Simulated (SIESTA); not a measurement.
Crystal: Si2W.

```
W Si
1.0
    -1.60690    1.60690    3.91495
     1.60690   -1.60690    3.91495
     1.60690    1.60690   -3.91495
W Si
1 2
Direct
  0.00000 0.00000 0.00000
  0.66530 0.66530 0.00000
  0.33470 0.33470 0.00000
```

Base run:

```yaml
Program: SIESTA 5.4.2
Functional: PBEsol
Potentials_or_basis: PseudoDojo 0.4 standard (PBEsol files, fully relativistic)
Basis: DZP (energy shift 0.003 Ry; two zetas on semicore shells)
Grid_cutoff: 800 Ry
Energy_shift: 0.003 Ry
k_mesh: 9 × 9 × 9
Occupations: fermi-dirac, width 0.05 eV
Spin: non-collinear spin, zero start, spin-orbit coupling
Starting_moments: "[[0.0, 0.0, 0.0], [0.0, 0.0, 0.0], [0.0, 0.0, 0.0]] μB"
```

Its results: band gap on the k mesh none (metal or under the smearing width); pressure -1.6 GPa; largest force 0.077 eV/Å.

Task: The run is repeated on the same cell with these changes: potentials or basis from PseudoDojo 0.4 standard (PBEsol files, fully relativistic) to PseudoDojo 0.4 standard (PBEsol files); spin from non-collinear spin, zero start, spin-orbit coupling to no spin polarisation. What comes out?

Result: Band gap on the k mesh none (metal or under the smearing width); pressure -0.7 GPa; largest force 0.079 eV/Å.

Caveats: short orbitals over semicore shells can move pressures by several GPa; the basis of atomic orbitals isn't converged, which shifts pressures, moduli and gaps.

Not every run made on this cell is shown here.
